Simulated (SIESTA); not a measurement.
The system is SiC.

```xyz
8
Lattice="3.0757 0.0000 0.0000 -1.5378 2.6636 0.0000 0.0000 0.0000 10.0706" Properties=species:S:1:pos:R:3 pbc="T T T"
Si    0.0000    0.0000    1.8922
Si    0.0000    0.0000    6.9275
Si    0.0000    1.7758    4.4094
Si    1.5378    0.8879    9.4447
C     0.0000    0.0000    0.0046
C     0.0000    0.0000    5.0400
C     0.0000    1.7758    2.5157
C     1.5378    0.8879    7.5510
```

The cell is a database's computed one.

Base run:

| Property | Result |
| --- | --- |
| Program | SIESTA 5.4.2 |
| Functional | PBE |
| Potentials or basis | PseudoDojo 0.4 standard (PBE files) |
| Basis | TZP (energy shift 0.01 Ry) |
| Grid cutoff | 500 Ry |
| Energy shift | 0.01 Ry |
| k mesh | 10 × 10 × 3 |
| Occupations | fermi-dirac, width 0.05 eV |
| Spin | no spin polarisation |

Its results: band gap on the k mesh 2.23 eV, indirect (least direct gap 3.37 eV); pressure 6.1 GPa; largest force 0.032 eV/Å.

Problem. The run is repeated on the same cell with these changes: basis from TZP (energy shift 0.01 Ry) to DZ (energy shift 0.01 Ry). What comes out?

Solution. Band gap on the k mesh 2.53 eV, indirect (least direct gap 3.99 eV); pressure 22.3 GPa; largest force 0.090 eV/Å.

Caveats: the basis of atomic orbitals isn't converged, which shifts pressures, moduli and gaps; the basis has no polarisation orbitals (some runs); so large a pressure means that the cell lies far from this level's equilibrium, or that cutoff or potentials fall short (some runs).
